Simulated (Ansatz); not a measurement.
We consider zinc-blende ZnTe, described by r²SCAN50 (Ansatz, a program for electronic structure, PAW).

Run with plane-wave cutoff 520 eV, 8×8×8 k mesh, Fermi–Dirac smearing 0.01 eV, scalar-relativistic PAW data made under PBE.

Pressure at four volumes; x = ln(V/28.420 Å³). One pressure is withheld.

```tsv
V (Å³/atom)	x	P (GPa)
26.999	-0.0513	?
27.709	-0.0253	1.39
28.420	0.0000	-0.04
29.841	0.0488	-2.39
```

### Question
Pass a parabola P(x) through the three rows shown, estimate the bulk modulus and its pressure derivative near zero pressure, and predict the withheld pressure.

### Answer
Slopes between the rows: (-0.04 − (1.39))/(0.0000 − (-0.0253)) = -56.52 and (-2.39 − (-0.04))/(0.0488 − (0.0000)) = -48.16 GPa. Their difference over the span 0.0741 is c = 8.36/0.0741 = 112.8 GPa, so P(x) = 1.39 + (-56.52)(x − (-0.0253)) + 112.8 (x − (-0.0253))(x − (0.0000)). At the middle row B = −dP/dx = −[-56.52 + 112.8 × 0.0253] = 53.7 GPa, and B′ = dB/dP = 2c/B = 4.2. At x = -0.0513 the parabola gives 3.01 GPa; the run gives 3.03 GPa. The Birch–Murnaghan fit to the energies at all volumes has B0 = 53.7 GPa and B′ = 4.3.

Measured, for comparison: bulk modulus 51 ± 3 GPa (room temperature, not corrected to a static lattice; as tabulated in Determination of phase transition pressures of ZnTe under quasihydrostatic …). Computed (rounded) less measured: bulk modulus +5 % (inside the measured uncertainty). A static lattice is as a rule a little smaller and stiffer than an uncorrected measurement, which narrows the difference in the bulk modulus and would widen misses of the other sign.

Spin–orbit coupling is not included.
